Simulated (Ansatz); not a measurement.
Crystal: Zr.

```
Zr
1.0
     3.23200    0.00000    0.00000
    -1.61600    2.79899    0.00000
     0.00000    0.00000    5.14700
Zr
2
Direct
  0.66667 0.33333 0.75000
  0.33333 0.66667 0.25000
```

* Program: Ansatz 0.2.0
* Task: relaxation of cell and atoms
* Functional: PBEsol0
* Potentials or basis: Ansatz PAW
* Cutoff: 420 eV (not typed: the program's choice for these potentials)
* k mesh: 5 × 5 × 3
* Occupations: fermi-dirac, width 0.05 eV
* Spin: no spin polarisation

At the start: volume 23.28 Å³/atom.

Question: Where does the relaxation end?

Answer: It ends after 5 steps and the volume is 22.81 Å³/atom (-2.0 %); space group P6_3/mmc (No. 194, to 0.05 Å).

Step by step:
| step | energy change (eV) | largest force (eV/Å) | volume (Å³) |
| --- | --- | --- | --- |
| 1 | 0.0000 | 0.0000 | 46.56 |
| 2 | -0.0090 | 0.0000 | 44.44 |
| 3 | -0.0245 | 0.0000 | 45.71 |
| 4 | -0.0246 | 0.0000 | 45.63 |
| 5 | -0.0245 | 0.0000 | 45.63 |

Final structure:
```
Zr
1.0
     3.24741    0.00000    0.00000
    -1.62371    2.81234    0.00000
     0.00000    0.00000    4.99606
Zr
2
Direct
  0.66667 0.33333 0.75000
  0.33333 0.66667 0.25000
```

Caveat: the k mesh is coarse (spacing up to 0.45 Å⁻¹), so the values aren't converged, least of all with exact exchange; the plane-wave basis is chosen anew once the cell has moved, so the energies of steps on either side of that aren't comparable; the PAW data sets come from PBE, with cores solved anew for the run's functional, which leaves a small shift of forces and pressure.
